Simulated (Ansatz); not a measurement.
Ta, DFT, PBE, all-electron LAPW, scalar-relativistic (Ansatz 0.2.0), run on 1 thread of Arm Neoverse V2 on a shared host.

The cell is COD entry 1534932, as deposited and not checked against the literature; nothing was relaxed. The listed cell was then made from it by scaling, straining or moving an atom.

Command: `ansatz run input.yaml --threads 1 --pin off --max-ram 3072MiB --backend cpu --events-out ev --progress --plain --runs-dir out`

```yaml
crystal:
  lattice:
    - [0.0, 2.11, 2.1733]
    - [2.11, 0.0, 2.1733]
    - [2.11, 2.11, 0.0]
  atoms:
    - { symbol: Ta, position: [0.0, 0.0, 0.0] }
kpoints:
  mp_grid: { grid: [15, 15, 15] }
  band_path:
    path:
      - [0.0, 0.0, 0.0]
      - [0.0, 0.5, 0.5]
      - [0.25, 0.75, 0.5]
      - [0.0, 0.5, 0.0]
      - [0.0, 0.0, 0.0]
      - [0.5, 0.5, 0.0]
      - [0.3678244886, 0.6321755114, 0.0]
      - [-0.3678244886, 0.3678244886, 0.0]
      - [0.0, 0.0, 0.0]
    npoints: 5
scf:
  occupations: { method: fermi_dirac, width: 0.08 }
hamiltonian:
  xc: pbe
  pseudopotentials: { kind: all_electron, lapw: { basis_error: 0.0005 } }
output:
  forces: true
  stress: true
  eigenvalues: true
```

(1) How large is the problem that the program sets up?

(2) About how long does it take, and how much memory does it use?

Answers

(1) 288 irreducible k-points, 169 plane waves at Γ, 23 bands.

(2) 29 s of wall time for 8 SCF iterations, with a peak of 0.5 GiB. Times on shared machines scatter by tens of per cent.
